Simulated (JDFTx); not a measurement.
Input of a JDFTx 1.7.0 (patched build) run:

bands.in

```
lattice \
    0.0000000000     4.2584989699     4.2584989699 \
    4.2584989699     0.0000000000     4.2584989699 \
    4.2584989699     4.2584989699     0.0000000000
coords-type Lattice
ion Ga     0.0000000000     0.0000000000     0.0000000000 1
ion N      0.2500000000     0.2500000000     0.2500000000 1

ion-species pseudo/Ga.upf
ion-species pseudo/N.upf
elec-cutoff 40 320
elec-ex-corr mgga-x-task lda-c-pw
elec-smearing Fermi 0.0018374661
elec-n-bands 15
electronic-minimize nIterations 30 energyDiffThreshold 1e-06
davidson-band-ratio 1.3
forces-output-coords Cartesian
include path.kpoints
symmetries none
fix-electron-density run.$VAR

dump-name bands.$VAR
dump End Ecomponents EigStats BandEigs Kpoints Forces
```

path.kpoints

```
kpoint +0.0000000000 +0.0000000000 +0.0000000000 0.020000000000
kpoint +0.0714285714 +0.0000000000 +0.0714285714 0.020000000000
kpoint +0.1428571429 +0.0000000000 +0.1428571429 0.020000000000
kpoint +0.2142857143 +0.0000000000 +0.2142857143 0.020000000000
kpoint +0.2857142857 +0.0000000000 +0.2857142857 0.020000000000
kpoint +0.3571428571 +0.0000000000 +0.3571428571 0.020000000000
kpoint +0.4285714286 +0.0000000000 +0.4285714286 0.020000000000
kpoint +0.5000000000 +0.0000000000 +0.5000000000 0.020000000000
kpoint +0.5000000000 +0.0833333333 +0.5833333333 0.020000000000
kpoint +0.5000000000 +0.1666666667 +0.6666666667 0.020000000000
kpoint +0.5000000000 +0.2500000000 +0.7500000000 0.020000000000
kpoint +0.4375000000 +0.3125000000 +0.7500000000 0.020000000000
kpoint +0.3750000000 +0.3750000000 +0.7500000000 0.020000000000
kpoint +0.3281250000 +0.3281250000 +0.6562500000 0.020000000000
kpoint +0.2812500000 +0.2812500000 +0.5625000000 0.020000000000
kpoint +0.2343750000 +0.2343750000 +0.4687500000 0.020000000000
kpoint +0.1875000000 +0.1875000000 +0.3750000000 0.020000000000
kpoint +0.1406250000 +0.1406250000 +0.2812500000 0.020000000000
kpoint +0.0937500000 +0.0937500000 +0.1875000000 0.020000000000
kpoint +0.0468750000 +0.0468750000 +0.0937500000 0.020000000000
kpoint +0.0000000000 +0.0000000000 +0.0000000000 0.020000000000
kpoint +0.0833333333 +0.0833333333 +0.0833333333 0.020000000000
kpoint +0.1666666667 +0.1666666667 +0.1666666667 0.020000000000
kpoint +0.2500000000 +0.2500000000 +0.2500000000 0.020000000000
kpoint +0.3333333333 +0.3333333333 +0.3333333333 0.020000000000
kpoint +0.4166666667 +0.4166666667 +0.4166666667 0.020000000000
kpoint +0.5000000000 +0.5000000000 +0.5000000000 0.020000000000
kpoint +0.5250000000 +0.4500000000 +0.5250000000 0.020000000000
kpoint +0.5500000000 +0.4000000000 +0.5500000000 0.020000000000
kpoint +0.5750000000 +0.3500000000 +0.5750000000 0.020000000000
kpoint +0.6000000000 +0.3000000000 +0.6000000000 0.020000000000
kpoint +0.6250000000 +0.2500000000 +0.6250000000 0.020000000000
kpoint +0.5625000000 +0.2500000000 +0.6875000000 0.020000000000
kpoint +0.5000000000 +0.2500000000 +0.7500000000 0.020000000000
kpoint +0.5000000000 +0.2916666667 +0.7083333333 0.020000000000
kpoint +0.5000000000 +0.3333333333 +0.6666666667 0.020000000000
kpoint +0.5000000000 +0.3750000000 +0.6250000000 0.020000000000
kpoint +0.5000000000 +0.4166666667 +0.5833333333 0.020000000000
kpoint +0.5000000000 +0.4583333333 +0.5416666667 0.020000000000
kpoint +0.5000000000 +0.5000000000 +0.5000000000 0.020000000000
kpoint +0.4791666667 +0.4791666667 +0.5416666667 0.020000000000
kpoint +0.4583333333 +0.4583333333 +0.5833333333 0.020000000000
kpoint +0.4375000000 +0.4375000000 +0.6250000000 0.020000000000
kpoint +0.4166666667 +0.4166666667 +0.6666666667 0.020000000000
kpoint +0.3958333333 +0.3958333333 +0.7083333333 0.020000000000
kpoint +0.3750000000 +0.3750000000 +0.7500000000 0.020000000000
kpoint +0.6250000000 +0.2500000000 +0.6250000000 0.020000000000
kpoint +0.5833333333 +0.1666666667 +0.5833333333 0.020000000000
kpoint +0.5416666667 +0.0833333333 +0.5416666667 0.020000000000
kpoint +0.5000000000 +0.0000000000 +0.5000000000 0.020000000000
```

Potentials or basis: SG15-PBE-1.2.

Launch:

```sh
$ jdftx -c 1 -i bands.in -o bands.out
```

Question: Predict the band gap along the path.

Answer: 2.21 eV, direct.

Levels at the corners of the path, in eV from the valence-band top:
| point | band 7 | band 8 | band 9 | band 10 | band 11 | band 12 |
| --- | --- | --- | --- | --- | --- | --- |
| Γ | 0.00 | 0.00 | 0.00 | 2.21 | 11.51 | 11.51 |
| X | -6.67 | -3.05 | -3.05 | 4.47 | 7.63 | 14.01 |
| W | -6.28 | -3.99 | -3.95 | 7.67 | 9.31 | 11.60 |
| K | -6.44 | -4.59 | -2.46 | 6.20 | 8.92 | 13.16 |
| Γ | 0.00 | 0.00 | 0.00 | 2.21 | 11.51 | 11.51 |
| L | -7.63 | -1.12 | -1.12 | 5.35 | 10.53 | 11.77 |
| U | -6.44 | -4.59 | -2.46 | 6.20 | 8.92 | 13.16 |
| W | -6.28 | -3.99 | -3.95 | 7.67 | 9.31 | 11.60 |
| L | -7.63 | -1.12 | -1.12 | 5.35 | 10.53 | 11.77 |
| K | -6.44 | -4.59 | -2.46 | 6.20 | 8.92 | 13.16 |
| U | -6.44 | -4.59 | -2.46 | 6.20 | 8.92 | 13.16 |
| X | -6.67 | -3.05 | -3.05 | 4.47 | 7.63 | 14.01 |

**What was measured.**

From a printed reference work, textbook, for a bulk crystal of GaN at 0 K: band gap 3.299 eV (direct).

A measured gap of GaN is 3.299 eV (direct; 0 K; a printed reference work, textbook); the calculated 2.21 eV misses it by -1.09 eV. Spin-orbit coupling on Ga is left out. The value is that of TASK, without temperature or zero-point motion. The cell is a database's relaxed one, not the measured one, which moves gaps too.
